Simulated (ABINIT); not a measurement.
Runs of ABINIT 10.8.3 (patched build) on CdTe. It takes space group F-43m (No. 216, cubic). The conventional cell has a = 6.410 Å, b = 6.410 Å, c = 6.410 Å, α = 90.00°, β = 90.00°, γ = 90.00°. Around Te (site symmetry -43m) lie 4 Cd at 2.78 Å. Cd (site symmetry -43m) is surrounded by 4 Te at 2.78 Å. 

```tsv
task	level	potentials or basis	k mesh	cutoff (eV)	fine-grid cutoff	mesh quality	gap on the mesh (eV)	V0 of scaled cells (Å³/atom)	B0 (GPa)
band structure	revPBE	JTH PAW PBE v2.0	7 × 7 × 7	463	925.187 eV	not flagged	0.99	-	-
band structure	HCTH407	JTH PAW PBE v2.0	7 × 7 × 7	463	925.187 eV	not flagged	1.17	-	-
equation of state	LDA	JTH PAW LDA v2.0	7 × 7 × 7	463	925.187 eV	not flagged	-	32.99	46
equation of state	revPBE+D3(BJ)	JTH PAW PBE v2.0	7 × 7 × 7	463	925.187 eV	not flagged	-	34.20	(b)
single point	PBEsol	JTH PAW PBE v2.0	4 × 4 × 4	463	925.187 eV	coarse	0.75	-	-
band structure	OLYP	JTH PAW PBE v2.0	7 × 7 × 7	463	925.187 eV	not flagged	(a)	-	-
equation of state	LDA-VWN	JTH PAW LDA v2.0	7 × 7 × 7	463	925.187 eV	not flagged	-	32.96	(c)
```

Alike in all rows: no spin polarisation; cell as given; smearing fermi-dirac 0.05 eV.

Q: Estimate the missing entries.

A: (a) 1.25; (b) 41; (c) 47.

Caveats: some runs use coarse meshes; the PAW data sets were made with another functional, which shifts forces and pressure a little (some runs); spin-orbit coupling is left out, which moves the levels of the heavy elements (some runs); pressures at fixed basis lie under the slope of the energies (some runs).

A k mesh can miss the band edges, and the runs leave out spin-orbit coupling on Cd, Te.
